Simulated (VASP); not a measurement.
# AgCl (Pm-3m) in VASP: notebook

Runs on AgCl. Level: PBE. Tasks: single point.

Program: VASP 6.6.1. These are calculated values, not measurements. Logs are shortened: lines on timing, memory, paths and dates and some standing lists are left out, and cuts for length are marked.

## 1. The structure

Symmetry: Pm-3m, No. 221, cubic system. The conventional cell has a = 3.479 Å, b = 3.479 Å, c = 3.479 Å, α = 90.00°, β = 90.00°, γ = 90.00°. Ag (site symmetry m-3m) has 8 Cl at 3.01 Å as nearest neighbours. Cl (site symmetry m-3m) is surrounded by 8 Ag at 3.01 Å.

Measurements of this composition are mostly on another form, of space group No. 225.

## 2. Single point, PBE

Contents of INCAR:

```
SYSTEM = AgCl
PREC = Accurate
ENCUT = 520
EDIFF = 1E-7
ISMEAR = 0
SIGMA = 0.01
LREAL = .FALSE.
LASPH = .TRUE.
NELM = 60
ALGO = Fast
ISIF = 2
LWAVE = .FALSE.
LCHARG = .FALSE.
GGA = PE
NBANDS = 16
```

Contents of KPOINTS:

```
Automatic mesh
0
G
  5 5 5
  0 0 0
```

Contents of POSCAR:

```
AgCl
1.0
    3.4791589979      0.0000000000      0.0000000000
    0.0000000000      3.4791589979      0.0000000000
    0.0000000000      0.0000000000      3.4791589979
Ag Cl
1 1
Direct
    0.0000000000      0.0000000000      0.0000000000
    0.5000000000      0.5000000000      0.5000000000
```

Potentials or basis: VASP PAW PBE potentials, release 64 (Ag, Cl).

Command:

```
$ cat potpaw_PBE.64/Ag/POTCAR potpaw_PBE.64/Cl/POTCAR > POTCAR
$ mpirun -np 1 vasp_std > vasp.out
```

OUTCAR:

```text
SYSTEM = AgCl
   PREC = Accurate
   ENCUT = 520
   EDIFF = 1E-7
   ISMEAR = 0
   LREAL = .FALSE.
   LASPH = .TRUE.
   NELM = 60
   ISIF = 2
   GGA = PE

 ion  position               nearest neighbor table
   1  0.000  0.000  0.000-   2 3.01   2 3.01   2 3.01   2 3.01   2 3.01   2 3.01   2 3.01   2 3.01

   2  0.500  0.500  0.500-   1 3.01   1 3.01   1 3.01   1 3.01   1 3.01   1 3.01   1 3.01   1 3.01

  LATTYP: Found a simple cubic cell.
 ALAT       =     3.4791589979

  Lattice vectors:

 A1 = (   3.4791589979,   0.0000000000,   0.0000000000)
 A2 = (   0.0000000000,   3.4791589979,   0.0000000000)
 A3 = (   0.0000000000,   0.0000000000,   3.4791589979)

Analysis of symmetry for initial positions (statically):
=====================================================================
 Subroutine PRICEL returns:
 Original cell was already a primitive cell.

 Routine SETGRP: Setting up the symmetry group for a
 simple cubic supercell.

 Subroutine GETGRP returns: Found 48 space group operations
 (whereof 48 operations were pure point group operations)
 out of a pool of 48 trial point group operations.

The static configuration has the point symmetry O_h .

Analysis of symmetry for dynamics (positions and initial velocities):
=====================================================================
 Subroutine PRICEL returns:
 Original cell was already a primitive cell.

 Routine SETGRP: Setting up the symmetry group for a
 simple cubic supercell.

 Subroutine GETGRP returns: Found 48 space group operations
 (whereof 48 operations were pure point group operations)
 out of a pool of 48 trial point group operations.

The dynamic configuration has the point symmetry O_h .

 Subroutine INISYM returns: Found 48 space group operations
 (whereof 48 operations are pure point group operations),
 and found     1 'primitive' translations

----------------------------------------------------------------------------------------

                                     Primitive cell

  volume of cell :      42.1136

  direct lattice vectors                    reciprocal lattice vectors
     3.479158998  0.000000000  0.000000000     0.287425783  0.000000000  0.000000000
     0.000000000  3.479158998  0.000000000     0.000000000  0.287425783  0.000000000
     0.000000000  0.000000000  3.479158998     0.000000000  0.000000000  0.287425783

  length of vectors
     3.479158998  3.479158998  3.479158998     0.287425783  0.287425783  0.287425783

  position of ions in fractional coordinates (direct lattice)
     0.000000000  0.000000000  0.000000000
     0.500000000  0.500000000  0.500000000

  ion indices of the primitive-cell ions
   primitive index   ion index
                 1           1
                 2           2

----------------------------------------------------------------------------------------

 KPOINTS: Automatic mesh

Automatic generation of k-mesh.
 Grid dimensions read from file:
 generate k-points for:    5    5    5

 Generating k-lattice:

  Cartesian coordinates                     Fractional coordinates (reciprocal lattice)
     0.057485157  0.000000000  0.000000000     0.200000000  0.000000000  0.000000000
     0.000000000  0.057485157  0.000000000     0.000000000  0.200000000  0.000000000
     0.000000000  0.000000000  0.057485157     0.000000000  0.000000000  0.200000000

  Length of vectors
     0.057485157  0.057485157  0.057485157

  Shift w.r.t. Gamma in fractional coordinates (k-lattice)
     0.000000000  0.000000000  0.000000000

 Subroutine IBZKPT returns following result:
 ===========================================

 Found     10 irreducible k-points:

 Following reciprocal coordinates:
            Coordinates               Weight
  0.000000  0.000000  0.000000      1.000000
  0.200000  0.000000  0.000000      6.000000
  0.400000  0.000000  0.000000      6.000000
  0.200000  0.200000  0.000000     12.000000
  0.400000  0.200000  0.000000     24.000000
  0.400000  0.400000  0.000000     12.000000
  0.200000  0.200000  0.200000      8.000000
  0.400000  0.200000  0.200000     24.000000
  0.400000  0.400000  0.200000     24.000000
  0.400000  0.400000  0.400000      8.000000
   k-points           NKPTS =     10   k-points in BZ     NKDIM =     10   number of bands    NBANDS=     16
   number of dos      NEDOS =    301   number of ions     NIONS =      2
   total plane-waves  NPLWV =  21952
   dimension x,y,z NGX =    28 NGY =   28 NGZ =   28
   dimension x,y,z NGXF=    56 NGYF=   56 NGZF=   56
   ions per type =               1   1
   NGX,Y,Z   is equivalent  to a cutoff of  13.38, 13.38, 13.38 a.u.
   NGXF,Y,Z  is equivalent  to a cutoff of  26.76, 26.76, 26.76 a.u.
 SYSTEM =  AgCl
   PREC   = accura    normal or accurate (medium, high low for compatibility)
   ISTART =      0    job   : 0-new  1-cont  2-samecut
   ICHARG =      2    charge: 1-file 2-atom 10-const
   ISPIN  =      1    spin polarized calculation?
   LNONCOLLINEAR =      F non collinear calculations
   LSORBIT =      F    spin-orbit coupling
   LASPH  =      T    aspherical Exc in radial PAW
   ENCUT  =  520.0 eV  38.22 Ry    6.18 a.u.   6.47  6.47  6.47*2*pi/ulx,y,z
   NELM   =     60;   NELMIN=  2; NELMDL= -5     # of ELM steps
   EDIFF  = 0.1E-06   stopping-criterion for ELM
   LREAL  =      F    real-space projection
   EDIFFG = 0.1E-05   stopping-criterion for IOM
   NSW    =      0    number of steps for IOM
   IBRION =     -1    ionic relax: 0-MD 1-quasi-New 2-CG
   NFREE  =      0    steps in history (QN), initial steepest desc. (CG)
   ISIF   =      2    stress and relaxation
   ISYM   =      2    0-nonsym 1-usesym 2-fastsym
   POTIM  = 0.5000    time-step for ionic-motion
   TEBEG  =    0.0;   TEEND  =   0.0 temperature during run
   PSTRESS=    0.0 pullay stress
   NELECT =      18.0000    total number of electrons
   NUPDOWN=      -1.0000    fix difference up-down
   EMIN   =  10.00;   EMAX   =-10.00  energy-range for DOS
   EFERMI =   0.00;   METHOD = LEGACY
   ISMEAR =     0;   SIGMA  =   0.01  broadening in eV -4-tet -1-fermi 0-gaus
   EFERMI_NEDOS =   21; number of points for ismear=-14 and -15
   IALGO  =     68    algorithm
   IMIX   =      4    mixing-type and parameters
     AMIX     =   0.40;   BMIX     =  1.00
     AMIX_MAG =   1.60;   BMIX_MAG =  1.00
  volume/ion in A,a.u.               =      21.06       142.10
  Fermi-wavevector in a.u.,A,eV,Ry     =   1.233175  2.330363 20.690661  1.520721
  Thomas-Fermi vector in A             =   2.367916
   LORBIT       =      0    0 simple, 1 ext, 2 COOP (PROOUT), +10 PAW based schemes
   GGA     = PE    functional components
   LHFCALC =     F    Hartree Fock is set to
   AEXX    =    0.0000 exact exchange contribution
   IVDW    =     0    specifies the selected vdW correction
   LEPSILON=     F    determine dielectric tensor
   LRPA    =     F    only Hartree local field effects (RPA)
 non-spin polarized calculation
 RMM-DIIS sequential band-by-band and
 Gauss-broadening in eV      SIGMA  =   0.01
  energy-cutoff  :      520.00
  volume of cell :       42.11
 maximum number of plane-waves:      1149
 NGX is ok and might be reduce to    28
   NGX = 13   NGY = 13   NGZ = 13

 number of electron      18.0000001 magnetization

 Free energy of the ion-electron system (eV)
  ---------------------------------------------------
  ext. energy  EPLUGINS =         0.00000000
  ---------------------------------------------------
  free energy    TOTEN  =        -5.10618347 eV

  energy without entropy =       -5.10618347  energy(sigma->0) =       -5.10618347

 E-fermi :   3.3644     XC(G=0): -10.1758

 val. band max:        3.3205134634   @ k =   0.4000   0.0000   0.0000
 cond. band min:       3.9792571390   @ k =   0.0000   0.0000   0.0000
 fundamental gap:      0.6587436756
 Fermi energy:         3.3644140898

 k-point     1 :       0.0000    0.0000    0.0000
  band No.  band energies     occupation
      1     -10.9172      2.00000
      2       0.8445      2.00000
      3       0.8445      2.00000
      4       1.7055      2.00000
      5       1.7055      2.00000
      6       1.7055      2.00000
[... 8 lines left out ...]
     15      16.7784      0.00000
     16      19.7120      0.00000

 k-point     2 :       0.2000    0.0000    0.0000
  band No.  band energies     occupation
      1     -10.7824      2.00000
      2       0.1827      2.00000
      3       0.8883      2.00000
      4       1.1618      2.00000
      5       1.1618      2.00000
      6       1.5572      2.00000
[... 8 lines left out ...]
     15      16.6182      0.00000
     16      19.5896      0.00000

 k-point     3 :       0.4000    0.0000    0.0000
  band No.  band energies     occupation
      1     -10.5448      2.00000
      2      -1.0906      2.00000
      3       0.7768      2.00000
      4       0.7768      2.00000
      5       0.9608      2.00000
      6       1.7461      2.00000
[... 8 lines left out ...]
     15      19.3939      0.00000
     16      19.6737      0.00000

 k-point     4 :       0.2000    0.2000    0.0000
  band No.  band energies     occupation
      1     -10.6610      2.00000
      2       0.0897      2.00000
      3       0.5875      2.00000
      4       1.1092      2.00000
      5       1.1107      2.00000
      6       1.6161      2.00000
[... 8 lines left out ...]
     15      17.5335      0.00000
     16      18.2760      0.00000

 k-point     5 :       0.4000    0.2000    0.0000
  band No.  band energies     occupation
      1     -10.4493      2.00000
      2      -0.7638      2.00000
      3       0.5637      2.00000
      4       0.9467      2.00000
      5       1.0975      2.00000
      6       1.6288      2.00000
[... 8 lines left out ...]
     15      18.2030      0.00000
     16      19.5603      0.00000

 k-point     6 :       0.4000    0.4000    0.0000
  band No.  band energies     occupation
      1     -10.2855      2.00000
      2      -0.1509      2.00000
      3       0.1659      2.00000
      4       1.1498      2.00000
      5       1.2893      2.00000
      6       1.4712      2.00000
[... 8 lines left out ...]
     15      17.2067      0.00000
     16      20.1109      0.00000

 k-point     7 :       0.2000    0.2000    0.2000
  band No.  band energies     occupation
      1     -10.5476      2.00000
      2       0.3833      2.00000
      3       0.4676      2.00000
      4       0.4676      2.00000
      5       1.3298      2.00000
      6       1.3298      2.00000
[... 8 lines left out ...]
     15      15.4031      0.00000
     16      21.3091      0.00000

 k-point     8 :       0.4000    0.2000    0.2000
  band No.  band energies     occupation
      1     -10.3508      2.00000
      2      -0.5265      2.00000
      3       0.2594      2.00000
      4       1.1379      2.00000
      5       1.2529      2.00000
      6       1.5008      2.00000
[... 8 lines left out ...]
     15      17.0293      0.00000
     16      19.7092      0.00000

 k-point     9 :       0.4000    0.4000    0.2000
  band No.  band energies     occupation
      1     -10.1814      2.00000
      2      -0.2503      2.00000
      3      -0.1439      2.00000
      4       0.6855      2.00000
      5       1.3678      2.00000
      6       1.7362      2.00000
[... 8 lines left out ...]
     15      18.0036      0.00000
     16      18.2529      0.00000

 k-point    10 :       0.4000    0.4000    0.4000
  band No.  band energies     occupation
      1     -10.0015      2.00000
      2      -0.4616      2.00000
      3      -0.4616      2.00000
      4      -0.2464      2.00000
      5       1.8508      2.00000
      6       1.8508      2.00000
[... 8 lines left out ...]
     15      18.7884      0.00000
     16      18.8760      0.00000

------------------------ aborting loop because EDIFF is reached ----------------------------------------

  FORCE on cell =-STRESS in cart. coord.  units (eV):
  Direction    XX          YY          ZZ          XY          YZ          ZX
  --------------------------------------------------------------------------------------
  -------------------------------------------------------------------------------------
  Total       -0.4847738     -0.4847738     -0.4847738     -0.0000000      0.0000000     -0.0000000
  in kB      -18.4428018    -18.4428018    -18.4428018     -0.0000000      0.0000000     -0.0000000
  external PRESSURE =     -18.4428018 kB  Pullay stress =       0.0000000 kB

 VOLUME and BASIS-vectors are now :
 -----------------------------------------------------------------------------
  energy-cutoff  :      520.00
  volume of cell :       42.11
      direct lattice vectors                 reciprocal lattice vectors
     3.479158998  0.000000000  0.000000000     0.287425783  0.000000000  0.000000000
     0.000000000  3.479158998  0.000000000     0.000000000  0.287425783  0.000000000
     0.000000000  0.000000000  3.479158998     0.000000000  0.000000000  0.287425783

 POSITION                                       TOTAL-FORCE (eV/Angst)
 -----------------------------------------------------------------------------------
      0.00000      0.00000      0.00000         0.000000      0.000000      0.000000
      1.73958      1.73958      1.73958         0.000000      0.000000      0.000000
 -----------------------------------------------------------------------------------
    total drift:                               -0.000000      0.000000      0.000000

  FREE ENERGIE OF THE ION-ELECTRON SYSTEM (eV)
  ---------------------------------------------------
  free  energy   TOTEN  =        -5.1061834730 eV

  energy  without entropy=       -5.1061834730  energy(sigma->0) =       -5.10618347
```

Run time: 6.1 s. Hardware: 1 thread of Intel Xeon 6975P-C (Granite Rapids), shared host; peak memory 0.15 GiB.

Results:

```
Free energy            : -5.1062 eV
Pressure               : -1.8 GPa
Band gap on the k mesh : 0.66 eV, indirect (least direct gap 1.94 eV)
```

Caveat: an odd mesh through Γ misses points on the zone boundary, where band edges often lie. As with any semilocal functional, this PBE gap is likely too small.

## 3. Single point, PBE

This run uses another cell than the first one, of 19.84 Å³/atom, 0.942 times its volume.

Contents of INCAR:

```
ALGO = Normal
EDIFF = 1E-6
ENCUT = 520
GGA = PE
ISIF = 2
ISMEAR = 0
LASPH = T
LCHARG = F
LREAL = F
LWAVE = F
NBANDS = 16
NELM = 100
PREC = Accurate
SIGMA = 0.01
```

Contents of KPOINTS:

```
k-points
0
Gamma
  5 5 5
```

Contents of POSCAR:

```
AgCl
1.0
    3.4109225270      0.0000000000      0.0000000000
    0.0000000000      3.4109225270      0.0000000000
    0.0000000000      0.0000000000      3.4109225270
Ag Cl
1 1
Direct
    0.0000000000      0.0000000000      0.0000000000
    0.5000000000      0.5000000000      0.5000000000
```

Potentials or basis: VASP PAW PBE potentials, release 64 (Ag, Cl).

Command:

```
$ cat potpaw_PBE.64/Ag/POTCAR potpaw_PBE.64/Cl/POTCAR > POTCAR
$ mpirun -np 1 vasp_std > vasp.out
```

Run time: 6.5 s. Hardware: 1 thread of Intel Xeon 6975P-C (Granite Rapids), shared host; peak memory 0.15 GiB.

It converged, with:

- Free energy: -5.1144 eV
- Pressure: 0.8 GPa
- Band gap on the k mesh: 0.68 eV, indirect (least direct gap 2.14 eV)

Levels at points of the mesh, in eV from the valence-band top:
| k point | band 6 | band 7 | band 8 | band 9 | band 10 | band 11 | band 12 | band 13 |
| --- | --- | --- | --- | --- | --- | --- | --- | --- |
| (0.00, 0.00, 0.00) | -1.72 | -1.46 | -1.46 | -1.46 | 0.68 | 9.52 | 9.52 | 13.92 |

Caveat: an odd mesh through Γ misses points on the zone boundary, where band edges often lie.

[end of part 1 of 2]
